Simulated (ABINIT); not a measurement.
Here is an ABINIT 10.8.3 (patched build) calculation.

run.abi

```
ndtset 7
getwfk -1
scalecart1 3*0.9795861087
scalecart2 3*0.9864848297
scalecart3 3*0.9932883884
scalecart4 3*1.0000000000
scalecart5 3*1.0066227096
scalecart6 3*1.0131594038
scalecart7 3*1.0196128224

pp_dirpath "./"
pseudos "34_Se_16_1.9_2.1_pbe_n_v1.0.psp8, 12_Mg_10_1.9_2.0_pbe_v1.0.psp8"

acell 7.2838341955 7.2838341955 7.2838341955
rprim
     0.0000000000     0.7071067812     0.7071067812
     0.7071067812     0.0000000000     0.7071067812
     0.7071067812     0.7071067812     0.0000000000
ntypat 2
znucl 34 12
natom 2
typat 1 2
xred
     0.5000000000     0.5000000000     0.5000000000
     0.0000000000     0.0000000000     0.0000000000

ecut 34.0

kptopt 1
ngkpt 8 8 8
nshiftk 1
shiftk 0.0 0.0 0.0

ixc 11

nband 17
occopt 3
tsmear 0.05 eV

nstep 100
tolvrs 1.0e-10

iomode 3
prtwf 1
prtden 0
prteig 0
prtebands 0
```

Potentials or basis: SPMS NC PBE v1.0.

The run is started by

```bash
$ abinit run.abi > log 2>&1
```

Problem. Predict the equilibrium volume.

Solution. 20.86 Å³/atom.

Problem. Predict the pressure derivative of the bulk modulus.

Solution. 4.1.

Problem. Estimate the bulk modulus.

Solution. 61 GPa.

Energy against volume, from the lowest point:
```tsv
volume (Å³/atom)	energy (meV/atom)
19.031	35.45
19.436	20.59
19.841	10.00
20.246	3.28
20.651	0.06
21.056	0.00
21.461	2.81
```

Caveat: pressures at fixed basis lie under the slope of the energies. PBE usually gives volumes a little too large and moduli too small.
